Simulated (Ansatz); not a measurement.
Runs of Ansatz 0.2.0 on SnTe. It takes space group Fm-3m (No. 225, cubic). Conventional cell: a = 6.302 Å, b = 6.302 Å, c = 6.302 Å, α = 90.00°, β = 90.00°, γ = 90.00°. Te (site symmetry m-3m) has 6 Sn at 3.15 Å as nearest neighbours. Around Sn (site symmetry m-3m) lie 6 Te at 3.15 Å. 

```tsv
task	level	potentials or basis	cell	k mesh	cutoff (eV)	smearing	basis error allowed	mesh quality	gap on the mesh (eV)	pressure (GPa)	relaxed volume (Å³/atom)
single point	HSE06	all-electron PAW datasets made for the crystal	as given	6 × 6 × 6	270	fermi-dirac 0.05 eV	-	not flagged	0.11	-	-
single point	PBEsol	all-electron LAPW, scalar-relativistic	as given	7 × 7 × 7	185	gaussian 0.05 eV	0.001 eV/atom	not flagged	-	(a)	-
single point	PBEsol	all-electron PAW datasets made for the crystal	as given	6 × 6 × 6	240	fermi-dirac 0.05 eV	-	not flagged	0.14	-0.3	-
single point	PBE	all-electron LAPW, scalar-relativistic	as given	3 × 3 × 3	155	fermi-dirac 0.03 eV	0.004 eV/atom	coarse	-	2.3	-
relaxation of cell and atoms	BLYP+D3(BJ)	all-electron LAPW, scalar-relativistic	relaxed	7 × 7 × 7	-	fermi-dirac 0.05 eV	0.001 eV/atom	not flagged	-	0.0	(b)
relaxation of cell and atoms	PBE+D3(BJ)	all-electron LAPW, scalar-relativistic	relaxed	7 × 7 × 7	-	fermi-dirac 0.05 eV	0.001 eV/atom	not flagged	-	0.0	31.37
```

Alike in all rows: no spin polarisation.

Estimate the missing entries.

(a) -0.4; (b) 31.98.

Caveats: some runs use coarse meshes; spin-orbit coupling is left out, which moves the levels of the heavy elements (some runs).

A k mesh can miss the band edges, and the runs leave out spin-orbit coupling on Sn, Te.

Not every run made on this cell is shown here.
